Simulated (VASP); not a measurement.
# Si2W (I4/mmm) in VASP: a series of runs

One crystal, Si2W, is run at these levels: PBE; tasks: relaxation of cell and atoms, vibrations by finite differences.

Everything below comes from runs of VASP 6.6.1. Logs are shortened: lines on timing, memory, paths and dates and some standing lists are left out, and cuts for length are marked.

**1. Starting point**

The structure is tetragonal, space group I4/mmm (No. 139). The conventional cell has a = 3.214 Å, b = 3.214 Å, c = 7.830 Å, α = 90.00°, β = 90.00°, γ = 90.00°. Si (site symmetry 4mm) has 5 Si at 2.59 to 2.63 Å and 5 W at 2.62 Å as nearest neighbours. W (site symmetry 4/mmm) has 10 Si at 2.62 Å as nearest neighbours.

**2. Relaxation of cell and atoms, PBE, collinear spin, ferromagnetic start**

Contents of INCAR:

```
PREC = Accurate
ENCUT = 520
EDIFF = 1E-7
ISMEAR = 0
SIGMA = 0.1
LREAL = F
LASPH = T
NELM = 100
ALGO = Normal
ISIF = 3
LWAVE = F
LCHARG = F
ISPIN = 2
MAGMOM = 0 0 1
LORBIT = 11
LMAXMIX = 4
GGA = PE
IBRION = 2
NSW = 80
EDIFFG = -0.002
KPAR = 4
```

Contents of KPOINTS:

```
Automatic mesh
0
Gamma
  18 18 18
```

Contents of POSCAR:

```
Si2W
1.0
   -1.6069000000      1.6069000000      3.9149500000
    1.6069000000     -1.6069000000      3.9149500000
    1.6069000000      1.6069000000     -3.9149500000
Si W
2 1
Direct
    0.3347000000      0.3347000000      0.0000000000
    0.6653000000      0.6653000000      0.0000000000
    0.0000000000      0.0000000000      0.0000000000
```

Potentials or basis: VASP PAW PBE potentials, release 64 (Si, W_sv).

Command:

```
cat potpaw_PBE.64/Si/POTCAR potpaw_PBE.64/W_sv/POTCAR > POTCAR
mpirun -np 4 vasp_std > vasp.out
```

OUTCAR:

```text
PREC = Accurate
   ENCUT = 520
   EDIFF = 1E-7
   ISMEAR = 0
   LREAL = F
   LASPH = T
   NELM = 100
   ISIF = 3
   ISPIN = 2
   LORBIT = 11
   GGA = PE
   IBRION = 2
   NSW = 80
   EDIFFG = -0.002

 ion  position               nearest neighbor table
   1  0.335  0.335  0.000-   2 2.59   3 2.62   3 2.62   3 2.62   3 2.62   3 2.62   2 2.63   2 2.63
                             2 2.63   2 2.63
   2  0.665  0.665  0.000-   1 2.59   3 2.62   3 2.62   3 2.62   3 2.62   3 2.62   1 2.63   1 2.63
                             1 2.63   1 2.63
   3  0.000  0.000  0.000-   2 2.62   2 2.62   2 2.62   1 2.62   2 2.62   1 2.62   1 2.62   1 2.62
                             1 2.62   2 2.62

  LATTYP: Found a body centered tetragonal cell.
 ALAT       =     3.2138000000
 C/A-ratio  =     2.4363370465

  Lattice vectors:

 A1 = (  -1.6069000000,   1.6069000000,   3.9149500000)
 A2 = (   1.6069000000,  -1.6069000000,   3.9149500000)
 A3 = (   1.6069000000,   1.6069000000,  -3.9149500000)

Analysis of symmetry for initial positions (statically):
=====================================================================
 Subroutine PRICEL returns:
 Original cell was already a primitive cell.

 Routine SETGRP: Setting up the symmetry group for a
 body centered tetragonal supercell.

 Subroutine GETGRP returns: Found 16 space group operations
 (whereof 16 operations were pure point group operations)
 out of a pool of 16 trial point group operations.

The static configuration has the point symmetry D_4h.

Analysis of symmetry for dynamics (positions and initial velocities):
=====================================================================
 Subroutine PRICEL returns:
 Original cell was already a primitive cell.

 Routine SETGRP: Setting up the symmetry group for a
 body centered tetragonal supercell.

 Subroutine GETGRP returns: Found 16 space group operations
 (whereof 16 operations were pure point group operations)
 out of a pool of 16 trial point group operations.

The dynamic configuration has the point symmetry D_4h.

Analysis of structural, dynamic, and magnetic symmetry:
=====================================================================
 Subroutine PRICEL returns:
 Original cell was already a primitive cell.

 Routine SETGRP: Setting up the symmetry group for a
 body centered tetragonal supercell.

 Subroutine GETGRP returns: Found 16 space group operations
 (whereof 16 operations were pure point group operations)
 out of a pool of 16 trial point group operations.

The overall configuration has the point symmetry D_4h.

 Subroutine INISYM returns: Found 16 space group operations
 (whereof 16 operations are pure point group operations),
 and found     1 'primitive' translations

----------------------------------------------------------------------------------------

                                     Primitive cell

  volume of cell :      40.4356

  direct lattice vectors                    reciprocal lattice vectors
    -1.606900000  1.606900000  3.914950000     0.000000000  0.311158131  0.127715552
     1.606900000 -1.606900000  3.914950000     0.311158131  0.000000000  0.127715552
     1.606900000  1.606900000 -3.914950000     0.311158131  0.311158131  0.000000000

  length of vectors
     4.526708376  4.526708376  4.526708376     0.336348992  0.336348992  0.440044048

  position of ions in fractional coordinates (direct lattice)
     0.334700000  0.334700000  0.000000000
     0.665300000  0.665300000  0.000000000
     0.000000000  0.000000000  0.000000000

  ion indices of the primitive-cell ions
   primitive index   ion index
                 1           1
                 2           2
                 3           3

----------------------------------------------------------------------------------------

 KPOINTS: Automatic mesh

Automatic generation of k-mesh.
 Grid dimensions read from file:
 generate k-points for:   18   18   18

 Generating k-lattice:

  Cartesian coordinates                     Fractional coordinates (reciprocal lattice)
     0.000000000  0.017286563  0.007095308     0.055555556  0.000000000  0.000000000
     0.017286563  0.000000000  0.007095308     0.000000000  0.055555556  0.000000000
     0.017286563  0.017286563  0.000000000     0.000000000  0.000000000  0.055555556

  Length of vectors
     0.018686055  0.018686055  0.024446892

  Shift w.r.t. Gamma in fractional coordinates (k-lattice)
     0.000000000  0.000000000  0.000000000

 Subroutine IBZKPT returns following result:
 ===========================================

 Found    480 irreducible k-points:

 Following reciprocal coordinates:
            Coordinates               Weight
  0.000000  0.000000  0.000000      1.000000
  0.055556 -0.000000  0.000000      8.000000
  0.111111 -0.000000  0.000000      8.000000
  0.166667  0.000000  0.000000      8.000000
  0.222222  0.000000 -0.000000      8.000000
  0.277778  0.000000  0.000000      8.000000
[... 16 lines left out ...]
[... 48 lines left out ...]
   AEXX    =    0.0000 exact exchange contribution
   IVDW    =     0    specifies the selected vdW correction
   LEPSILON=     F    determine dielectric tensor
   LRPA    =     F    only Hartree local field effects (RPA)
 conjugate gradient relaxation of ions
 spin polarized calculation
 Gauss-broadening in eV      SIGMA  =   0.10
  energy-cutoff  :      520.00
  volume of cell :       40.44
 maximum number of plane-waves:      1118
 NGX is ok and might be reduce to    36
   NGX = 17   NGY = 17   NGZ = 17

--------------------------------------- Ionic step        1  -------------------------------------------

 number of electron      21.9999999 magnetization      -0.0000196

 number of electron      21.9999999 magnetization       0.0000000

 Free energy of the ion-electron system (eV)
  ---------------------------------------------------
  ext. energy  EPLUGINS =         0.00000000
  ---------------------------------------------------
  free energy    TOTEN  =       -24.80931856 eV

  energy without entropy =      -24.80844206  energy(sigma->0) =      -24.80888031

------------------------ aborting loop because EDIFF is reached ----------------------------------------

  FORCE on cell =-STRESS in cart. coord.  units (eV):
  Direction    XX          YY          ZZ          XY          YZ          ZX
  --------------------------------------------------------------------------------------
  -------------------------------------------------------------------------------------
  Total        0.8204862      0.8204862      0.9142726      0.0000000      0.0000000      0.0000000
  in kB       32.5100754     32.5100754     36.2261680      0.0000000      0.0000000      0.0000000
  external PRESSURE =      33.7487729 kB  Pullay stress =       0.0000000 kB
[... 258 lines left out ...]
--------------------------------------- Ionic step        8  -------------------------------------------

 number of electron      22.0000000 magnetization      -0.0000000

 number of electron      22.0000000 magnetization       0.0000000

 Free energy of the ion-electron system (eV)
  ---------------------------------------------------
  ext. energy  EPLUGINS =         0.00000000
  ---------------------------------------------------
  free energy    TOTEN  =       -24.81555239 eV

  energy without entropy =      -24.81464594  energy(sigma->0) =      -24.81509917

 E-fermi :  11.7523     XC(G=0): -12.4591

 val. band max:       11.7325016610   @ k =  -0.3889   0.5000   0.3333
 cond. band min:      11.7895953803   @ k =  -0.3889  -0.4444   0.3889
 fundamental gap:      0.0570937193
 Fermi energy:        11.7522897196

 spin component 1

 k-point     1 :       0.0000    0.0000    0.0000
  band No.  band energies     occupation
      1     -62.1336      1.00000
      2     -26.3800      1.00000
      3     -26.3669      1.00000
      4     -26.3669      1.00000
      5      -2.2055      1.00000
      6       4.9960      1.00000
[... 8 lines left out ...]
     15      14.7831      0.00000
     16      16.2993      0.00000
[... 420 lines left out ...]
  band No.  band energies     occupation
      1     -62.1305      1.00000
      2     -26.4514      1.00000
      3     -26.3724      1.00000
      4     -26.3652      1.00000
      5      -1.3093      1.00000
      6       5.0892      1.00000
[... 8 lines left out ...]
     15      16.2085      0.00000
     16      17.0820      0.00000

 [... further k-points ...]

 spin component 2

 k-point     1 :       0.0000    0.0000    0.0000
  band No.  band energies     occupation
      1     -62.1336      1.00000
      2     -26.3800      1.00000
      3     -26.3669      1.00000
      4     -26.3669      1.00000
      5      -2.2055      1.00000
      6       4.9960      1.00000
[... 8 lines left out ...]
     15      14.7831      0.00000
     16      16.2993      0.00000
[... 420 lines left out ...]
  band No.  band energies     occupation
      1     -62.1305      1.00000
      2     -26.4514      1.00000
      3     -26.3724      1.00000
      4     -26.3652      1.00000
      5      -1.3093      1.00000
      6       5.0892      1.00000
[... 8 lines left out ...]
     15      16.2085      0.00000
     16      17.0820      0.00000

 [... further k-points ...]

------------------------ aborting loop because EDIFF is reached ----------------------------------------

  FORCE on cell =-STRESS in cart. coord.  units (eV):
  Direction    XX          YY          ZZ          XY          YZ          ZX
  --------------------------------------------------------------------------------------
  -------------------------------------------------------------------------------------
  Total        0.0026392      0.0026392      0.0027042      0.0000000      0.0000000      0.0000000
  in kB        0.1030570      0.1030570      0.1055953      0.0000000      0.0000000      0.0000000
  external PRESSURE =       0.1039031 kB  Pullay stress =       0.0000000 kB
[... 18 lines left out ...]
  FREE ENERGIE OF THE ION-ELECTRON SYSTEM (eV)
  ---------------------------------------------------
  free  energy   TOTEN  =       -24.8155523922 eV

  energy  without entropy=      -24.8146459388  energy(sigma->0) =      -24.81509917

 reached required accuracy - stopping structural energy minimisation

 total charge

# of ion       s       p       d       tot
------------------------------------------
    1        0.736   0.882   0.000   1.618
    2        0.736   0.882   0.000   1.618
    3        2.311   6.298   3.572  12.181
--------------------------------------------------
tot          3.783   8.062   3.572  15.416

 magnetization (x)

# of ion       s       p       d       tot
------------------------------------------
    1        0.000   0.000   0.000   0.000
    2        0.000   0.000   0.000   0.000
    3       -0.000   0.000  -0.000  -0.000
--------------------------------------------------
tot         -0.000   0.000  -0.000  -0.000
```

It took 13 min on 4 MPI ranks of AMD EPYC 9R45 (Zen 5), shared host; peak memory 0.62 GiB.

What came out:

* Free energy: -24.8156 eV
* Relaxed volume: 13.68 Å³/atom
* Relaxed cell: a = 4.548 Å, b = 4.548 Å, c = 4.548 Å, α = 138.41°, β = 138.41°, γ = 60.28°
* Space group after relaxing (to 0.05 Å): I4/mmm (No. 139)
* Energy gained by relaxing: 2.1 meV/atom
* Ionic steps: 8
* Pressure after relaxing: 0.0 GPa
* Band gap on the k mesh: none (metal or under the smearing width)
* Net moment: 0.00 μB per cell
* Valence electrons inside the program's atomic spheres: Si 1.62; W 12.18

The path:
```csv
step,energy change (eV),largest force (eV/Å),pressure (GPa),volume (Å³)
1,0.0000,0.0626,3.37,40.44
2,0.0135,0.1026,-5.53,42.12
3,-0.0062,0.0000,-0.01,41.03
4,-0.0062,0.0012,0.06,41.02
5,-0.0062,0.0010,0.04,41.03
6,-0.0062,0.0011,0.05,41.02
7,-0.0062,0.0010,-0.06,41.04
8,-0.0062,0.0003,0.01,41.03
```

Final structure:
```
Si W
1.0
    -1.61484    1.61484    3.93357
     1.61484   -1.61484    3.93357
     1.61484    1.61484   -3.93357
Si W
2 1
Direct
  0.33456 0.33456 0.00000
  0.66544 0.66544 0.00000
  0.00000 0.00000 0.00000
```

Levels at points of the mesh, in eV from the Fermi level:
Spin up:
| k point | band 7 | band 8 | band 9 | band 10 | band 11 | band 12 | band 13 | band 14 | band 15 | band 16 |
| --- | --- | --- | --- | --- | --- | --- | --- | --- | --- | --- |
| (0.00, 0.00, 0.00) | -3.76 | -3.25 | -2.81 | -2.81 | 0.60 | 2.64 | 2.98 | 3.03 | 3.03 | 4.55 |
| (0.50, 0.00, 0.00) | -5.68 | -4.81 | -2.75 | -2.71 | -0.42 | 2.65 | 2.75 | 3.90 | 4.31 | 5.07 |
| (0.50, 0.50, 0.00) | -5.94 | -5.51 | -4.96 | -3.19 | -1.76 | 2.73 | 2.91 | 3.06 | 3.85 | 4.31 |
| (0.50, 0.50, 0.50) | -3.76 | -2.54 | -0.85 | -0.85 | -0.49 | -0.49 | 0.77 | 4.44 | 4.72 | 6.14 |
Spin down:
```csv
k point,band 7,band 8,band 9,band 10,band 11,band 12,band 13,band 14,band 15,band 16
"(0.00, 0.00, 0.00)",-3.76,-3.25,-2.81,-2.81,0.60,2.64,2.98,3.03,3.03,4.55
"(0.50, 0.00, 0.00)",-5.68,-4.81,-2.75,-2.71,-0.42,2.65,2.75,3.90,4.31,5.07
"(0.50, 0.50, 0.00)",-5.94,-5.51,-4.96,-3.19,-1.76,2.73,2.91,3.06,3.85,4.31
"(0.50, 0.50, 0.50)",-3.76,-2.54,-0.85,-0.85,-0.49,-0.49,0.77,4.44,4.72,6.14
```

**3. Relaxation of cell and atoms, PBE, collinear spin, ferromagnetic start**

This run uses another cell than the first one, of 13.68 Å³/atom, 1.015 times its volume.

INCAR is that of step 2.

KPOINTS is that of step 2.

Contents of POSCAR:

```
Si2W                                    
1.0
   -1.6148367781      1.6148367781      3.9335668043
    1.6148367781     -1.6148367781      3.9335668043
    1.6148367781      1.6148367781     -3.9335668043
  Si              W             
     2     1
Direct
     0.3345579511475509    0.3345579511475509    0.0000000000000000
     0.6654420488524491    0.6654420488524491    0.0000000000000000
     0.0000000000000000    0.0000000000000000    0.0000000000000000
```

Potentials or basis: VASP PAW PBE potentials, release 64 (Si, W_sv).

Command:

```
cat potpaw_PBE.64/Si/POTCAR potpaw_PBE.64/W_sv/POTCAR > POTCAR
mpirun -np 4 vasp_std > vasp.out
```

It took 3.3 min on 4 MPI ranks of AMD EPYC 9R45 (Zen 5), shared host; peak memory 0.61 GiB.

Results (log left out):

```yaml
Free_energy: -24.8157 eV
Pressure_after_relaxing: 0.0 GPa
Band_gap_on_the_k_mesh: none (metal or under the smearing width)
Net_moment: 0.00 μB per cell
Valence_electrons_inside_the_program's_atomic_spheres: Si 1.62; W 12.18
```

Final structure:
```
CELL_PARAMETERS angstrom
-1.61484 1.61484 3.93357
1.61484 -1.61484 3.93357
1.61484 1.61484 -3.93357
ATOMIC_POSITIONS crystal
Si 0.33456 0.33456 0.00000
Si 0.66544 0.66544 0.00000
W 0.00000 0.00000 0.00000
```

Levels at points of the mesh, in eV from the Fermi level:
Spin up:
```csv
k point,band 8,band 9,band 10,band 11,band 12,band 13,band 14,band 15
"(0.00, 0.00, 0.00)",-3.25,-2.81,-2.81,0.60,2.64,2.98,3.03,3.03
"(0.50, 0.00, 0.00)",-4.81,-2.75,-2.71,-0.42,2.65,2.75,3.90,4.31
"(0.50, 0.50, 0.00)",-5.51,-4.96,-3.19,-1.76,2.73,2.91,3.06,3.85
"(0.50, 0.50, 0.50)",-2.54,-0.85,-0.85,-0.49,-0.49,0.77,4.44,4.72
```
Spin down:
| k point | band 7 | band 8 | band 9 | band 10 | band 11 | band 12 | band 13 | band 14 | band 15 | band 16 |
| --- | --- | --- | --- | --- | --- | --- | --- | --- | --- | --- |
| (0.00, 0.00, 0.00) | -3.76 | -3.25 | -2.81 | -2.81 | 0.60 | 2.64 | 2.98 | 3.03 | 3.03 | 4.55 |
| (0.50, 0.00, 0.00) | -5.68 | -4.81 | -2.75 | -2.71 | -0.42 | 2.65 | 2.75 | 3.90 | 4.31 | 5.07 |
| (0.50, 0.50, 0.00) | -5.94 | -5.51 | -4.96 | -3.19 | -1.76 | 2.73 | 2.91 | 3.06 | 3.85 | 4.31 |
| (0.50, 0.50, 0.50) | -3.76 | -2.54 | -0.85 | -0.85 | -0.49 | -0.49 | 0.77 | 4.44 | 4.72 | 6.14 |

Caveat: the relaxation stopped at its first step, so nothing moved. The run has no spin-orbit coupling, so splittings on W are missing.

**4. Vibrations by finite differences, PBE, collinear spin, ferromagnetic start**

This run uses another cell than the first one, of 13.68 Å³/atom, 1.015 times its volume.

INCAR, as its differences from that of step 3:

```diff
@@ -2,3 +2,3 @@
 ENCUT = 520
-EDIFF = 1E-7
+EDIFF = 1E-8
 ISMEAR = 0
@@ -17,5 +17,7 @@
 GGA = PE
-IBRION = 2
-NSW = 80
-EDIFFG = -0.002
+NBANDS = 22
+IBRION = 6
+NFREE = 2
+POTIM = 0.015
+NSW = 1
 KPAR = 4
```

KPOINTS is that of step 3.

Contents of POSCAR:

```
Si2W                                    
1.0
   -1.6148367781      1.6148367781      3.9335668043
    1.6148367781     -1.6148367781      3.9335668043
    1.6148367781      1.6148367781     -3.9335668043
  Si              W             
     2     1
Direct
     0.3345579511475520    0.3345579511475520    0.0000000000000000
     0.6654420488524480    0.6654420488524480    0.0000000000000000
     0.0000000000000000    0.0000000000000000    0.0000000000000000
```

Command:

```
cat potpaw_PBE.64/Si/POTCAR potpaw_PBE.64/W_sv/POTCAR > POTCAR
mpirun -np 4 vasp_std > vasp.out
```

Wall time 1.9 h (4 MPI ranks of AMD EPYC 9R45 (Zen 5), shared host); peak memory 3.1 GiB.

The run converged. Its results:

| Property | Result |
| --- | --- |
| Net moment | 0.00 μB per cell |
| Valence electrons inside the program's atomic spheres | Si 1.62; W 12.18 |
| Voigt bulk modulus | 219 GPa |
| Highest phonon frequency at Γ | 439 cm⁻¹ |

Phonon frequencies in cm⁻¹ (negative: imaginary):
```
              q point                    frequencies
(0.000, 0.000, 0.000)  0 0 0 252 252 297 329 329 439
```

Elastic tensor in Voigt notation (GPa, in the Cartesian axes of the cell as first typed):
```
422 114  92   0   0   0
114 422  92   0   0   0
 92  92 529   0   0   0
  0   0   0 199   0   0
  0   0   0   0 199   0
  0   0   0   0   0 200
```

Clamped-ion elastic tensor (GPa):
```
424 117  95   0   0   0
117 424  95   0   0   0
 95  95 533   0   0   0
  0   0   0 201   0   0
  0   0   0   0 201   0
  0   0   0   0   0 200
```

Caveat: elastic constants of metals need much finer meshes, so these are rough. The run has no spin-orbit coupling, so splittings on W are missing.
